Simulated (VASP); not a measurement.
SnSe (strained measured structure), PBE single-point calculation: Ansatz's output and VASP's

```
Sn Se
1.0
     0.00000    3.13772    2.96031
     3.13772    0.00000    2.96031
     3.13772    3.13772    0.00000
Sn Se
1 1
Direct
  0.00000 0.00000 0.00000
  0.50000 0.50000 0.50000
```

Ansatz printed

```
SCF 1 converged in 6 iterations: F = -11494.106291 eV  dr2 = 3.76e-9
  greatest PAW one-centre occupation: 1.000 electrons in one spin orbital (limit 2), on the Se atom at site 1 (counted from 0), in its partial waves of l = 2
NSCF: frozen V_eff on 9 k-points
SCF converged after 6 iterations
Free energy (F): -11494.106291 eV
Harris-Foulkes:  -11494.106291 eV  (|F-HF|=4.28e-9)
Internal energy: -11494.106290 eV  (E = F + TS)
E sigma→0 (E₀):  -11494.106290 eV
Entropy (-TS):   -0.000000 eV (-0.000 meV/atom)
Fermi energy:    8.361371 eV
--- Per-component energies (eV) ---
  E_band       = -500.933251
  E_kinetic    = 301.683675
  E_local      = -3439.262373  (includes V_loc(G=0)·N_el)
  E_nonlocal   = -628.610698
  E_hartree    = 1794.688565
  E_xc         = -486.893571
  E_vxc        = -193.857794  (∫ρ·V_xc dr)
  E_paw        = -6043.826469  (= ΣΔE_a)
  E_vpaw       = -130.262477  (= ΣTr[D̂ρ^β])
  E_aug_tail   = -0.000583  (compensation charges beyond the density's cutoff)
  E_ewald      = -2991.884836
  E_smearing   = -0.000000  (= −TS)
  E_closure    = -0.000000  (closes the sum)
  Σ components = -11494.106291   (vs F -11494.106291, Δ=0.00e0)
--- Forces (eV/Å), atoms counted from 1 ---
  atom   1  Sn    -0.00000000    -0.00000000    -0.00000000
  atom   2  Se     0.00000000     0.00000000     0.00000000
  max |Σ_I F_I| component: 1.97e-30 eV/Å
--- Stress (GPa, compression-positive) ---
       -3.621849       0.000000       0.000000
        0.000000      -3.621849       0.000000
        0.000000      -0.000000       2.135608
  P = ⅓ Tr σ = -1.7027 GPa (-17.027 kbar)
--- Band table (eV; the first three rows and the last of 59) ---
  k-point 0: bands = ["-39.3647", "-39.3615", "-39.3615", "-39.3580", "-39.3571", "-13.5029", "-13.4994", "-13.4834", "-13.4834", "-13.4733", "-5.3108", "2.8972", "5.7545", "6.3178", "6.3178", "11.7984", "11.7984", "13.1381", "13.9714"]
  k-point 1: bands = ["-39.3647", "-39.3615", "-39.3615", "-39.3580", "-39.3571", "-13.5024", "-13.4996", "-13.4827", "-13.4822", "-13.4740", "-5.2153", "2.4318", "5.9350", "6.3076", "6.5498", "11.0941", "11.2232", "12.3279", "14.0545"]
  k-point 2: bands = ["-39.3647", "-39.3614", "-39.3614", "-39.3580", "-39.3571", "-13.5015", "-13.5003", "-13.4813", "-13.4791", "-13.4750", "-4.9608", "1.5197", "6.1389", "6.2975", "7.1352", "9.9578", "10.2717", "11.0698", "14.3291"]
  k-point 58: bands = ["-39.3648", "-39.3614", "-39.3614", "-39.3580", "-39.3571", "-13.5084", "-13.4964", "-13.4921", "-13.4687", "-13.4687", "-4.1850", "2.0424", "3.0267", "4.7312", "4.7312", "11.2777", "12.9534", "12.9534", "14.2316"]
```

Datasets and cutoffs are each program's own. VASP's cell holds 20 valence electrons and Ansatz's 30. Ansatz's stress includes a Pulay correction; VASP's doesn't.

Problem. What does VASP give for the same cell and level of theory?

Solution. gap between bands v and c -0.05 eV (bands overlap: a metal); least direct gap 0.00 eV; pressure -1.7 GPa.

From OUTCAR

```
k-points           NKPTS =     59   k-points in BZ     NKDIM =     59   number of bands    NBANDS=     17

   NELECT =      20.0000    total number of electrons

   dimension x,y,z NGX =    32 NGY =   32 NGZ =   36
   dimension x,y,z NGXF=    64 NGYF=   64 NGZF=   72

  energy-cutoff  :      520.00
  volume of cell :       58.29
      direct lattice vectors                 reciprocal lattice vectors
     0.000000000  3.137715833  2.960311458    -0.159351588  0.159351588  0.168901147
     3.137715833  0.000000000  2.960311458     0.159351588 -0.159351588  0.168901147
     3.137715833  3.137715833  0.000000000     0.159351588  0.159351588 -0.168901147

 k-points in reciprocal lattice and weights: KPOINTS created by Atomic Simulation Env
   0.00000000  0.00000000  0.00000000       0.002
   0.12500000  0.00000000  0.00000000       0.016
   0.25000000  0.00000000  0.00000000       0.016
   0.37500000  0.00000000  0.00000000       0.016
   0.50000000  0.00000000  0.00000000       0.008
   0.12500000  0.12500000  0.00000000       0.004
   0.25000000  0.12500000  0.00000000       0.016
   0.37500000  0.12500000  0.00000000       0.016
   ...

 E-fermi :   5.0919

 k-point     1 :       0.0000    0.0000    0.0000
  band No.  band energies     occupation
      1     -16.7703      2.00000
      2     -16.7671      2.00000
      3     -16.7483      2.00000
      4     -16.7483      2.00000
      5     -16.7378      2.00000
      6      -8.5777      2.00000
      7      -0.3708      2.00000
      8       2.4866      2.00000
      9       3.0489      2.00000
     10       3.0489      2.00000
     11       8.5280      0.00000
     12       8.5280      0.00000
     13       9.8684      0.00000
     14      10.6977      0.00000
     15      10.6977      0.00000
     16      11.1089      0.00000
     17      12.5756      0.00000

 k-point     2 :       0.1250    0.0000    0.0000
  band No.  band energies     occupation
      1     -16.7699      2.00000
      2     -16.7672      2.00000
      3     -16.7476      2.00000
      4     -16.7472      2.00000
      5     -16.7384      2.00000
      6      -8.4822      2.00000
      7      -0.8365      2.00000
      8       2.6670      2.00000
      9       3.0387      2.00000
     10       3.2811      2.00000
     11       7.8235      0.00000
     12       7.9524      0.00000
     13       9.0575      0.00000
     14      10.7819      0.00000
     15      11.0755      0.00000
     16      11.2968      0.00000
     17      13.4610      0.00000

 k-point     3 :       0.2500    0.0000    0.0000
  band No.  band energies     occupation
      1     -16.7689      2.00000
      2     -16.7679      2.00000
      3     -16.7462      2.00000
      4     -16.7441      2.00000
      5     -16.7395      2.00000
      6      -8.2275      2.00000
      7      -1.7491      2.00000
      8       2.8707      2.00000
      9       3.0287      2.00000
     10       3.8665      2.00000
     11       6.6874      0.00000
     12       7.0006      0.00000
     13       7.7993      0.00000
     14      11.0575      0.00000
     15      12.0632      0.00000
     16      12.1202      0.00000
     17      15.3232      0.00000

 k-point     4 :       0.3750    0.0000    0.0000
  band No.  band energies     occupation
      1     -16.7689      2.00000
      2     -16.7682      2.00000
      3     -16.7458      2.00000
      4     -16.7406      2.00000
      5     -16.7394      2.00000
      6      -7.9265      2.00000
      7      -2.5524      2.00000
      8       3.0423      2.00000
      9       3.0431      2.00000
     10       4.4647      2.00000
     11       5.7866      0.00000
     12       6.2847      0.00000
     13       6.7748      0.00000
     14      11.9774      0.00000
     15      13.4520      0.00000
     16      13.5626      0.00000
     17      15.7965      0.00000

 k-point     5 :       0.5000    0.0000    0.0000
  band No.  band energies     occupation
      1     -16.7694      2.00000
      2     -16.7679      2.00000
      3     -16.7459      2.00000
      4     -16.7391      2.00000
      5     -16.7390      2.00000
      6      -7.7823      2.00000
      7      -2.8784      2.00000
      8       3.0564      2.00000
      9       3.1253      2.00000
     10       4.8985      1.99987
     11       5.2854      0.00013
     12       6.0207      0.00000
     13       6.3414      0.00000
     14      12.9366      0.00000
     15      14.5536      0.00000
     16      15.0423      0.00000
     17      15.2015      0.00000

 ...

  Total       -1.3240820     -1.3240820      0.7783333      0.0000000      0.0000000     -0.0000000
  in kB      -36.3940870    -36.3940870     21.3934880      0.0000000      0.0000000     -0.0000000
  external PRESSURE =     -17.1315620 kB  Pullay stress =       0.0000000 kB

 POSITION                                       TOTAL-FORCE (eV/Angst)
 -----------------------------------------------------------------------------------
      0.00000      0.00000      0.00000         0.000000      0.000000     -0.000000
      3.13772      3.13772      2.96031         0.000000      0.000000      0.000000
 -----------------------------------------------------------------------------------
    total drift:                                0.000000     -0.000000     -0.000000

  FREE ENERGIE OF THE ION-ELECTRON SYSTEM (eV)
  ---------------------------------------------------
  free  energy   TOTEN  =        -8.1643254831 eV

  energy  without entropy=       -8.1643250621  energy(sigma->0) =       -8.16432527
```
